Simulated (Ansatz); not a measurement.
# Rh (element-swapped structure): how the settings move a single-point run

Question: which choices in the input matter for Rh (element-swapped structure)?

This is Rh in the bcc structure; at room conditions it is fcc.

Program: Ansatz 0.2.0. Level of theory: reference: DFT PBE, plane waves, PAW, scalar-relativistic, no spin polarisation. These are calculated values, not measurements.

1 further run of the same task is left out (it didn't finish).

**1. The starting structure**

It takes space group Im-3m (No. 229, cubic). Conventional cell: a = 3.009 Å, b = 3.009 Å, c = 3.009 Å, α = 90.00°, β = 90.00°, γ = 90.00°. Around Rh (site symmetry m-3m) lie 8 Rh at 2.61 Å.

Coordinates:

```xyz
1
Lattice="-1.5043 1.5043 1.5043 1.5043 -1.5043 1.5043 1.5043 1.5043 -1.5043" Properties=species:S:1:pos:R:3 pbc="T T T"
Rh    0.0000    0.0000    0.0000
```

**2. The reference run**

input.yaml

```yaml
crystal:
  lattice:
    - [-1.504287, 1.504287, 1.504287]
    - [1.504287, -1.504287, 1.504287]
    - [1.504287, 1.504287, -1.504287]
  atoms:
    - { symbol: Rh, position: [0.0, 0.0, 0.0] }
  symmetry: { tolerance: 0.0003 }
kpoints:
  mp_grid: { grid: [8, 8, 8], shift: [0, 0, 0] }
magnetization:
  spin_polarized: false
scf:
  occupations: { method: fermi_dirac }
hamiltonian:
  pseudopotentials: { kind: paw }
  xc: pbe
basis:
  ecutwfc: 420
output:
  forces: true
  stress: true
  eigenvalues: true
```

Command:

```console
$ ansatz run input.yaml --threads 1 --pin off --max-ram 2560MiB --backend cpu --events-out ev --progress --plain --runs-dir out
```

Log:

```text
Warning: RAYON_NUM_THREADS=1 ignored (pool sized by the plan → 1); use --threads N
Engine: ansatz 0.2.0, aarch64-unknown-linux-gnu
Pseudopotentials: kind: paw
Pseudopotential: Rh, paw, valence charge 17, recommended cutoff 420 eV (normal), Rh.paw.azcp
Functional definition: PBE
  parameter kappa = 0.804
  parameter beta = 0.06672455060314922
  exchange = pbe_x(kappa = kappa, mu = beta*pi^2/3)
  correlation = pbe_c(beta = beta)
Crystal: 1 atoms, lattice volume = 13.616 Å³
Basis set: ecut = 420 eV, 249 PW (Γ), exchange–correlation on 36×36×36 points (8 copies of the dense FFT grid, shifted against one another)
Bands: 13, of which v1, the nominal top of the filled ones, is band 9 counted from 1 (8 counted from 0)
Symmetry: 48 space group operations
Space group: Im-3m (ITA 229), of the structure as read, at distance tolerance 7.2e-4 Å
k-points: 29 of 512
Non-local potential: Rh, projectors of the file, l = 0: 3, l = 1: 2, l = 2: 2, l = 3: 1
PAW form: soft (Blöchl's): semilocal exchange-correlation on the pseudo side does not see the compensation charge
PAW one-centre angular grid: Rh, 590 points (default); XC on 64 Gauss nodes
Initial density: superposition of atomic densities (neutral atoms: chi_scale 0, normalization atom), corrected by the library's trained network
Initial wavefunctions: pseudopotential atomic-orbital guess
Functional: x = pbe(κ = 0.804, μ = 0.2195149727645171), c = pbe(β = 0.06672455060314922)
SCF iter   1: F=—  HF=-6402.525044 eV  |F-HF|=—  |Δ(HF+E_count)|=         —  Δρ=3.12e-3  dr2=2.92e-4  ethr=1.77e-3  ⟨swp⟩=5.0  Hψ=2024  notcnv=0
preconditioner: auto → none  [metal: Δε(μ)=0.066 eV  Ē_g=14.116 eV  σ=0.100 eV  W_gap=0.16  n_scr=0 (ndim 8)  ℏωp=30.2 eV  f_vac=0.000  D(μ)=2.11/eV (n_scr^D=42)]
SCF iter   2: F=—  HF=-6402.525441 eV  |F-HF|=—  |Δ(HF+E_count)|=   3.98e-4  Δρ=1.58e-3  dr2=6.73e-5  ethr=1.72e-6  ⟨swp⟩=2.9  Hψ=873  notcnv=0
SCF iter   3: F=—  HF=-6402.525533 eV  |F-HF|=—  |Δ(HF+E_count)|=   9.15e-5  Δρ=7.33e-4  dr2=1.40e-5  ethr=3.96e-7  ⟨swp⟩=2.1  Hψ=501  notcnv=0
iter 4 did not close the SCF: its close was put off for the readings that it lacked (scf_convergence_deferred on its scf_iter line)
SCF iter   4: F=-6402.525560 eV  HF=-6402.525560 eV  |F-HF|=4.64e-8  |Δ(HF+E_count)|=   2.70e-5  Δρ=3.74e-5  dr2=9.00e-8  ethr=8.26e-8  ⟨swp⟩=2.1  Hψ=530  notcnv=0
iter 5 did not close the SCF: its close was put off for the readings that it lacked (scf_convergence_deferred on its scf_iter line)
SCF iter   5: F=-6402.525560 eV  HF=-6402.525560 eV  |F-HF|=8.29e-9  |Δ(HF+E_count)|=   3.70e-8  Δρ=1.59e-5  dr2=1.57e-8  ethr=5.30e-10  ⟨swp⟩=1.8  Hψ=497  notcnv=0
SCF iter   6: F=-6402.525560 eV  HF=-6402.525560 eV  |F-HF|=4.09e-11  |Δ(HF+E_count)|=   5.57e-9  Δρ=8.62e-7  dr2=6.83e-11  ethr=9.21e-11  ⟨swp⟩=2.0  Hψ=1120  notcnv=0
SCF 1 converged in 6 iterations: F = -6402.525560 eV  dr2 = 6.83e-11
SCF converged after 6 iterations
Free energy (F): -6402.525560 eV
Harris-Foulkes:  -6402.525560 eV  (|F-HF|=4.09e-11)
Internal energy: -6402.456886 eV  (E = F + TS)
E sigma→0 (E₀):  -6402.491223 eV
Entropy (-TS):   -0.068674 eV (-68.674 meV/atom)
Fermi energy:    22.522350 eV
--- Per-component energies (eV) ---
  E_band       = -78.730999
  E_kinetic    = 574.969411
  E_local      = -1554.753488  (includes V_loc(G=0)·N_el)
  E_nonlocal   = 355.889854
  E_hartree    = 548.018841
  E_xc         = -222.169541
  E_vxc        = -278.938345  (∫ρ·V_xc dr)
  E_paw        = -3587.496006  (= ΣΔE_a)
  E_vpaw       = -271.937341  (= ΣTr[D̂ρ^β])
  E_aug_tail   = 0.000872  (compensation charges beyond the density's cutoff)
  E_ewald      = -2516.916828
  E_smearing   = -0.068674  (= −TS)
  E_closure    = 0.000000  (closes the sum)
  Σ components = -6402.525560   (vs F -6402.525560, Δ=0.00e0)
--- Forces (eV/Å), atoms counted from 1 ---
  atom   1  Rh     0.00000000     0.00000000     0.00000000
  max |Σ_I F_I| component: 7.40e-32 eV/Å
--- Stress (GPa, compression-positive) ---
       17.113685       0.000000      -0.000000
        0.000000      17.113685       0.000000
        0.000000      -0.000000      17.113685
  P = ⅓ Tr σ = 17.1137 GPa (171.137 kbar)
--- Band table (eV; the first three rows and the last of 29) ---
  k-point 0: bands = ["-56.0742", "-23.5334", "-23.5334", "-23.5334", "14.6508", "19.4748", "19.4748", "19.4748", "22.0169", "22.0169", "40.7696", "40.7696", "40.7696"]
  k-point 1: bands = ["-56.0555", "-23.6508", "-23.5722", "-23.5335", "15.2954", "19.2125", "19.4623", "20.0118", "21.7345", "22.0392", "40.9300", "40.9645", "41.7069"]
  k-point 2: bands = ["-56.0100", "-23.9283", "-23.6646", "-23.5338", "16.5664", "18.6286", "19.7164", "21.4669", "21.5897", "22.1357", "39.0267", "39.8607", "44.1563"]
  k-point 28: bands = ["-55.8501", "-24.0891", "-24.0891", "-24.0891", "16.4200", "16.4200", "23.6461", "23.6461", "23.6461", "32.1200", "32.1200", "32.1200", "42.0064"]
```

Run time: 0.45 s. Hardware: 1 thread of Arm Neoverse V2, shared host; peak memory 0.24 GiB.

**3. Changing settings: occupations.method methfessel_paxton, occupations.width 0.3**

Edit input.yaml of step 2 so:

```diff
@@ -13,3 +13,3 @@
 scf:
-  occupations: { method: fermi_dirac }
+  occupations: { method: methfessel_paxton, width: 0.3 }
 hamiltonian:
```

Command:

```console
$ ansatz run input.yaml --threads 1 --pin off --max-ram 2560MiB --backend cpu --events-out ev --progress --plain --runs-dir out
```

Log:

```text
Warning: RAYON_NUM_THREADS=1 ignored (pool sized by the plan → 1); use --threads N
[... 8 set-up lines as earlier in the session ...]
Crystal: 1 atoms, lattice volume = 13.616 Å³
Basis set: ecut = 420 eV, 249 PW (Γ), exchange–correlation on 36×36×36 points (8 copies of the dense FFT grid, shifted against one another)
Bands: 13, of which v1, the nominal top of the filled ones, is band 9 counted from 1 (8 counted from 0)
[... 2 set-up lines as earlier in the session ...]
k-points: 29 of 512
[... 6 set-up lines as earlier in the session ...]
SCF iter   1: F=—  HF=-6402.490463 eV  |F-HF|=—  |Δ(HF+E_count)|=         —  Δρ=3.82e-3  dr2=3.67e-4  ethr=1.77e-3  ⟨swp⟩=4.6  Hψ=1863  notcnv=0
preconditioner: auto → none  [metal: Δε(μ)=0.056 eV  Ē_g=14.057 eV  σ=0.300 eV  W_gap=0.16  n_scr=0 (ndim 8)  ℏωp=30.2 eV  f_vac=0.000  D(μ)=2.28/eV (n_scr^D=42)]
SCF iter   2: F=—  HF=-6402.490890 eV  |F-HF|=—  |Δ(HF+E_count)|=   4.27e-4  S|Δr|=    0.00e0  Δρ=1.85e-3  dr2=8.41e-5  ethr=2.16e-6  ⟨swp⟩=2.4  Hψ=812  notcnv=0
SCF iter   3: F=—  HF=-6402.491002 eV  |F-HF|=—  |Δ(HF+E_count)|=   1.12e-4  S|Δr|=    0.00e0  Δρ=6.50e-4  dr2=2.11e-5  ethr=4.95e-7  ⟨swp⟩=2.1  Hψ=523  notcnv=0
SCF iter   4: F=—  HF=-6402.491011 eV  |F-HF|=—  |Δ(HF+E_count)|=   8.55e-6  S|Δr|=    0.00e0  Δρ=6.17e-5  dr2=1.82e-7  ethr=1.24e-7  ⟨swp⟩=2.1  Hψ=523  notcnv=0
SCF iter   5: F=-6402.491011 eV  HF=-6402.491011 eV  |F-HF|=1.41e-9  |Δ(HF+E_count)|=   2.92e-8  S|Δr|=    0.00e0  Δρ=1.09e-5  dr2=2.50e-9  ethr=5.88e-10  ⟨swp⟩=4.8  Hψ=1548  notcnv=0
SCF 1 converged in 5 iterations: F = -6402.491011 eV  dr2 = 2.50e-9
SCF converged after 5 iterations
Stability not checked: this state was not tested for a lower state beside it, because cold or Methfessel-Paxton smearing, or corrected tetrahedra, fill the levels in a way that the test cannot read (fill_not_monotonic; see scf.lower_state_search)
Free energy (F): -6402.491011 eV
Harris-Foulkes:  -6402.491011 eV  (|F-HF|=1.41e-9)
Internal energy: -6402.484786 eV  (E = F + TS)
E sigma→0 (E₀):  -6402.489455 eV
Entropy (-TS):   -0.006225 eV (-6.225 meV/atom)
Fermi energy:    22.504675 eV
--- Per-component energies (eV) ---
  E_band       = -78.788132
  E_kinetic    = 574.952554
  E_local      = -1554.709378  (includes V_loc(G=0)·N_el)
  E_nonlocal   = 355.858436
  E_hartree    = 547.990498
  E_xc         = -222.172174
  E_vxc        = -278.941761  (∫ρ·V_xc dr)
  E_paw        = -3587.488767  (= ΣΔE_a)
  E_vpaw       = -271.929417  (= ΣTr[D̂ρ^β])
  E_aug_tail   = 0.000872  (compensation charges beyond the density's cutoff)
  E_ewald      = -2516.916828
  E_smearing   = -0.006225  (= −TS)
  E_closure    = 0.000000  (closes the sum)
  Σ components = -6402.491011   (vs F -6402.491011, Δ=0.00e0)
--- Forces (eV/Å), atoms counted from 1 ---
  atom   1  Rh     0.00000000     0.00000000    -0.00000000
  max |Σ_I F_I| component: 4.11e-32 eV/Å
--- Stress (GPa, compression-positive) ---
       16.546319      -0.000000      -0.000000
        0.000000      16.546319      -0.000000
       -0.000000      -0.000000      16.546319
  P = ⅓ Tr σ = 16.5463 GPa (165.463 kbar)
--- Band table (eV; the first three rows and the last of 29) ---
  k-point 0: bands = ["-56.0768", "-23.5358", "-23.5358", "-23.5358", "14.6509", "19.4726", "19.4726", "19.4726", "22.0164", "22.0164", "40.7700", "40.7700", "40.7700"]
  k-point 1: bands = ["-56.0580", "-23.6531", "-23.5745", "-23.5359", "15.2954", "19.2103", "19.4602", "20.0095", "21.7340", "22.0387", "40.9304", "40.9648", "41.7072"]
  k-point 2: bands = ["-56.0126", "-23.9306", "-23.6670", "-23.5361", "16.5661", "18.6265", "19.7153", "21.4646", "21.5888", "22.1352", "39.0265", "39.8612", "44.1564"]
  k-point 28: bands = ["-55.8527", "-24.0914", "-24.0914", "-24.0914", "16.4200", "16.4200", "23.6436", "23.6436", "23.6436", "32.1196", "32.1196", "32.1196", "42.0066"]
```

Run time: 0.42 s. Hardware: 1 thread of Arm Neoverse V2, shared host; peak memory 0.23 GiB.

Changing the smearing moves the energy by +1.8 meV/atom (σ→0 values), and the pressure goes from 17.1 to 16.5 GPa. Cost: 5 SCF cycles against 6.

**4. Changing settings: dispersion d3bjatm**

Edit input.yaml of step 2 so:

```diff
@@ -17,2 +17,3 @@
   xc: pbe
+  dispersion: d3bjatm
 basis:
@@ -23 +24,5 @@
   eigenvalues: true
+  write_density: true
+  write_potential: true
+  elf: true
+  volumetric_format: npy
```

Command:

```console
$ ansatz run input.yaml --threads 1 --pin off --max-ram 2560MiB --backend cpu --events-out ev --progress --plain --runs-dir out
```

Log:

```text
Warning: RAYON_NUM_THREADS=1 ignored (pool sized by the plan → 1); use --threads N
[... 8 set-up lines as earlier in the session ...]
Crystal: 1 atoms, lattice volume = 13.616 Å³
Basis set: ecut = 420 eV, 249 PW (Γ), exchange–correlation on 36×36×36 points (8 copies of the dense FFT grid, shifted against one another)
Bands: 13, of which v1, the nominal top of the filled ones, is band 9 counted from 1 (8 counted from 0)
[... 2 set-up lines as earlier in the session ...]
k-points: 29 of 512
[... 6 set-up lines as earlier in the session ...]
SCF iter   1: F=—  HF=-6403.097499 eV  |F-HF|=—  |Δ(HF+E_count)|=         —  Δρ=3.12e-3  dr2=2.92e-4  ethr=1.77e-3  ⟨swp⟩=5.0  Hψ=2024  notcnv=0
preconditioner: auto → none  [metal: Δε(μ)=0.066 eV  Ē_g=14.116 eV  σ=0.100 eV  W_gap=0.16  n_scr=0 (ndim 8)  ℏωp=30.2 eV  f_vac=0.000  D(μ)=2.11/eV (n_scr^D=42)]
SCF iter   2: F=—  HF=-6403.097897 eV  |F-HF|=—  |Δ(HF+E_count)|=   3.98e-4  Δρ=1.58e-3  dr2=6.73e-5  ethr=1.72e-6  ⟨swp⟩=2.9  Hψ=873  notcnv=0
SCF iter   3: F=—  HF=-6403.097989 eV  |F-HF|=—  |Δ(HF+E_count)|=   9.15e-5  Δρ=7.33e-4  dr2=1.40e-5  ethr=3.96e-7  ⟨swp⟩=2.1  Hψ=501  notcnv=0
iter 4 did not close the SCF: its close was put off for the readings that it lacked (scf_convergence_deferred on its scf_iter line)
SCF iter   4: F=-6403.098016 eV  HF=-6403.098016 eV  |F-HF|=4.64e-8  |Δ(HF+E_count)|=   2.70e-5  Δρ=3.74e-5  dr2=9.00e-8  ethr=8.26e-8  ⟨swp⟩=2.1  Hψ=530  notcnv=0
iter 5 did not close the SCF: its close was put off for the readings that it lacked (scf_convergence_deferred on its scf_iter line)
SCF iter   5: F=-6403.098016 eV  HF=-6403.098016 eV  |F-HF|=8.29e-9  |Δ(HF+E_count)|=   3.70e-8  Δρ=1.59e-5  dr2=1.57e-8  ethr=5.30e-10  ⟨swp⟩=1.8  Hψ=497  notcnv=0
SCF iter   6: F=-6403.098016 eV  HF=-6403.098016 eV  |F-HF|=3.82e-11  |Δ(HF+E_count)|=   5.57e-9  Δρ=8.61e-7  dr2=6.83e-11  ethr=9.21e-11  ⟨swp⟩=5.0  Hψ=1797  notcnv=0
SCF 1 converged in 6 iterations: F = -6403.098016 eV  dr2 = 6.83e-11
SCF converged after 6 iterations
Free energy (F): -6403.098016 eV
Harris-Foulkes:  -6403.098016 eV  (|F-HF|=3.82e-11)
Internal energy: -6403.029342 eV  (E = F + TS)
E sigma→0 (E₀):  -6403.063679 eV
Entropy (-TS):   -0.068674 eV (-68.674 meV/atom)
Fermi energy:    22.522350 eV
--- Per-component energies (eV) ---
  E_band       = -78.730999
  E_kinetic    = 574.969411
  E_local      = -1554.753488  (includes V_loc(G=0)·N_el)
  E_nonlocal   = 355.889854
  E_hartree    = 548.018841
  E_xc         = -222.169541
  E_vxc        = -278.938345  (∫ρ·V_xc dr)
  E_paw        = -3587.496006  (= ΣΔE_a)
  E_vpaw       = -271.937341  (= ΣTr[D̂ρ^β])
  E_aug_tail   = 0.000872  (compensation charges beyond the density's cutoff)
  E_ewald      = -2516.916828
  E_disp       = -0.572456  (pairwise vdW)
  E_smearing   = -0.068674  (= −TS)
  E_closure    = 0.000000  (closes the sum)
  Σ components = -6403.098016   (vs F -6403.098016, Δ=0.00e0)
--- Forces (eV/Å), atoms counted from 1 ---
  atom   1  Rh     0.00000000     0.00000000    -0.00000000
  max |Σ_I F_I| component: 1.07e-31 eV/Å
--- Stress (GPa, compression-positive) ---
       10.982204       0.000000       0.000000
       -0.000000      10.982204       0.000000
        0.000000      -0.000000      10.982204
  P = ⅓ Tr σ = 10.9822 GPa (109.822 kbar)
--- Band table (eV; the first three rows and the last of 29) ---
  k-point 0: bands = ["-56.0742", "-23.5334", "-23.5334", "-23.5334", "14.6508", "19.4748", "19.4748", "19.4748", "22.0169", "22.0169", "40.7696", "40.7696", "40.7696"]
  k-point 1: bands = ["-56.0555", "-23.6508", "-23.5722", "-23.5335", "15.2954", "19.2125", "19.4623", "20.0118", "21.7345", "22.0392", "40.9300", "40.9645", "41.7069"]
  k-point 2: bands = ["-56.0100", "-23.9283", "-23.6646", "-23.5338", "16.5664", "18.6286", "19.7164", "21.4669", "21.5897", "22.1357", "39.0267", "39.8607", "44.1563"]
  k-point 28: bands = ["-55.8501", "-24.0891", "-24.0891", "-24.0891", "16.4200", "16.4200", "23.6461", "23.6461", "23.6461", "32.1200", "32.1200", "32.1200", "42.0064"]
```

It took 0.78 s on 1 thread of Arm Neoverse V2, shared host; peak memory 0.25 GiB.

The energy moves by -572.5 meV/atom, nearly all of it the dispersion term itself (-572.5 meV/atom); that offset belongs to the model and is no gain or loss of stability; the pressure goes from 17.1 to 11.0 GPa.

**5. Changed: mp_grid.grid [6, 6, 6]**

Edit input.yaml of step 2 so:

```diff
@@ -9,3 +9,3 @@
 kpoints:
-  mp_grid: { grid: [8, 8, 8], shift: [0, 0, 0] }
+  mp_grid: { grid: [6, 6, 6], shift: [0, 0, 0] }
 magnetization:
@@ -23 +23,5 @@
   eigenvalues: true
+  write_density: true
+  write_potential: true
+  elf: true
+  volumetric_format: npy
```

Command:

```console
$ ansatz run input.yaml --threads 1 --pin off --max-ram 2560MiB --backend cpu --events-out ev --progress --plain --runs-dir out
```

Log:

```text
Warning: RAYON_NUM_THREADS=1 ignored (pool sized by the plan → 1); use --threads N
[... 8 set-up lines as earlier in the session ...]
Crystal: 1 atoms, lattice volume = 13.616 Å³
Basis set: ecut = 420 eV, 249 PW (Γ), exchange–correlation on 36×36×36 points (8 copies of the dense FFT grid, shifted against one another)
Bands: 13, of which v1, the nominal top of the filled ones, is band 9 counted from 1 (8 counted from 0)
[... 2 set-up lines as earlier in the session ...]
k-points: 16 of 216
[... 6 set-up lines as earlier in the session ...]
SCF iter   1: F=—  HF=-6402.431379 eV  |F-HF|=—  |Δ(HF+E_count)|=         —  Δρ=1.14e-2  dr2=2.96e-3  ethr=1.77e-3  ⟨swp⟩=5.1  Hψ=1141  notcnv=0
preconditioner: auto → none  [metal: Δε(μ)=0.209 eV  Ē_g=14.134 eV  σ=0.100 eV  W_gap=0.42  n_scr=0 (ndim 8)  ℏωp=30.2 eV  f_vac=0.000  D(μ)=2.60/eV (n_scr^D=42)]
SCF iter   2: F=—  HF=-6402.431070 eV  |F-HF|=—  |Δ(HF+E_count)|=   3.09e-4  Δρ=5.09e-3  dr2=5.38e-4  ethr=1.74e-5  ⟨swp⟩=1.8  Hψ=372  notcnv=0
SCF iter   3: F=—  HF=-6402.431103 eV  |F-HF|=—  |Δ(HF+E_count)|=   3.39e-5  Δρ=1.39e-3  dr2=1.09e-4  ethr=3.17e-6  ⟨swp⟩=2.5  Hψ=318  notcnv=0
SCF iter   4: F=—  HF=-6402.431083 eV  |F-HF|=—  |Δ(HF+E_count)|=   2.03e-5  Δρ=1.34e-4  dr2=5.70e-7  ethr=6.42e-7  ⟨swp⟩=2.6  Hψ=315  notcnv=0
SCF iter   5: F=—  HF=-6402.431083 eV  |F-HF|=—  |Δ(HF+E_count)|=   3.13e-7  Δρ=2.08e-5  dr2=4.23e-8  ethr=3.35e-9  ⟨swp⟩=2.1  Hψ=299  notcnv=0
SCF iter   6: F=-6402.431083 eV  HF=-6402.431083 eV  |F-HF|=1.78e-9  |Δ(HF+E_count)|=   1.57e-9  Δρ=5.15e-6  dr2=3.05e-9  ethr=2.49e-10  ⟨swp⟩=4.9  Hψ=1092  notcnv=0
SCF 1 converged in 6 iterations: F = -6402.431083 eV  dr2 = 3.05e-9
SCF converged after 6 iterations
Free energy (F): -6402.431083 eV
Harris-Foulkes:  -6402.431083 eV  (|F-HF|=1.78e-9)
Internal energy: -6402.345816 eV  (E = F + TS)
E sigma→0 (E₀):  -6402.388449 eV
Entropy (-TS):   -0.085267 eV (-85.267 meV/atom)
Fermi energy:    22.516881 eV
--- Per-component energies (eV) ---
  E_band       = -78.343955
  E_kinetic    = 575.140803
  E_local      = -1555.219491  (includes V_loc(G=0)·N_el)
  E_nonlocal   = 356.059036
  E_hartree    = 548.310288
  E_xc         = -222.159786
  E_vxc        = -278.925180  (∫ρ·V_xc dr)
  E_paw        = -3587.560707  (= ΣΔE_a)
  E_vpaw       = -272.022870  (= ΣTr[D̂ρ^β])
  E_aug_tail   = 0.000870  (compensation charges beyond the density's cutoff)
  E_ewald      = -2516.916828
  E_smearing   = -0.085267  (= −TS)
  E_closure    = 0.000000  (closes the sum)
  Σ components = -6402.431083   (vs F -6402.431083, Δ=0.00e0)
--- Forces (eV/Å), atoms counted from 1 ---
  atom   1  Rh     0.00000000    -0.00000000    -0.00000000
  max |Σ_I F_I| component: 1.13e-31 eV/Å
--- Stress (GPa, compression-positive) ---
       19.149529      -0.000000      -0.000000
       -0.000000      19.149529      -0.000000
        0.000000      -0.000000      19.149529
  P = ⅓ Tr σ = 19.1495 GPa (191.495 kbar)
--- Band table (eV; the first three rows and the last of 16) ---
  k-point 0: bands = ["-56.0504", "-23.5117", "-23.5117", "-23.5117", "14.6508", "19.4940", "19.4940", "19.4940", "22.0239", "22.0239", "40.7680", "40.7680", "40.7680"]
  k-point 1: bands = ["-56.0183", "-23.7113", "-23.5777", "-23.5118", "15.7356", "19.0530", "19.4734", "20.4319", "21.6303", "22.0684", "40.7434", "40.8169", "42.3925"]
  k-point 2: bands = ["-55.9538", "-24.0988", "-23.7075", "-23.5122", "16.7556", "18.2678", "20.9163", "21.8169", "22.2518", "22.7109", "36.2089", "38.4809", "44.1883"]
  k-point 15: bands = ["-55.8261", "-24.0677", "-24.0677", "-24.0677", "16.4225", "16.4225", "23.6678", "23.6678", "23.6678", "32.1252", "32.1252", "32.1252", "42.0064"]
```

It took 0.43 s on 1 thread of Arm Neoverse V2, shared host; peak memory 0.24 GiB.

Changing the k-point mesh moves the energy by +94.5 meV/atom, and the pressure goes from 17.1 to 19.1 GPa. Sampling errors of the energy have no fixed sign. The variant is not converged in its settings.

**6. Comparison**

| run | ending | energy change | pressure (GPa) | gap (eV) | force (eV/Å) | cycles | time |
| --- | --- | --- | --- | --- | --- | --- | --- |
| reference | converged | 0 | 17.1 | 0.00 | 0.00 | 6 | 0.45 s |
| 1: occupations.method methfessel_paxton, occupations.width 0.3 | converged | +1.8 meV/atom (σ→0) | 16.5 | 0.00 | 0.00 | 5 | 0.42 s |
| 2: dispersion d3bjatm | converged | -572.5 meV/atom (offset of the dispersion model) | 11.0 | 0.00 | 0.00 | 6 | 0.78 s |
| 3: mp_grid.grid [6, 6, 6] | converged | +94.5 meV/atom | 19.1 | 0.00 | 0.00 | 6 | 0.43 s |

Times don't compare one to one where runs were asked for different outputs or read a saved state (see the inputs); cycles may leave out searches for a lower state.

Residual by cycle in the longest SCF loop of each run; runs are numbered as in the table. The quantity is the density residual dr2, in eV.

| cycle | reference | run 1 | run 2 | run 3 |
| --- | --- | --- | --- | --- |
| 1 | 2.9e-4 | 3.7e-4 | 2.9e-4 | 0.00296 |
| 2 | 6.7e-5 | 8.4e-5 | 6.7e-5 | 5.4e-4 |
| 3 | 1.4e-5 | 2.1e-5 | 1.4e-5 | 1.1e-4 |
| 4 | 9.0e-8 | 1.8e-7 | 9.0e-8 | 5.7e-7 |
| 5 | 1.6e-8 | 2.5e-9 | 1.6e-8 | 4.2e-8 |
| 6 | 6.8e-11 | - | 6.8e-11 | 3.1e-9 |

The structure is not at rest: the sound run finds 17 GPa, so these are no properties of the relaxed crystal. 

The reference has limits of its own: it is run without spin, though an odd electron count or open d shells could carry moments; its mesh is coarse for a cell with so small a gap or none; the structure is made up and not relaxed.
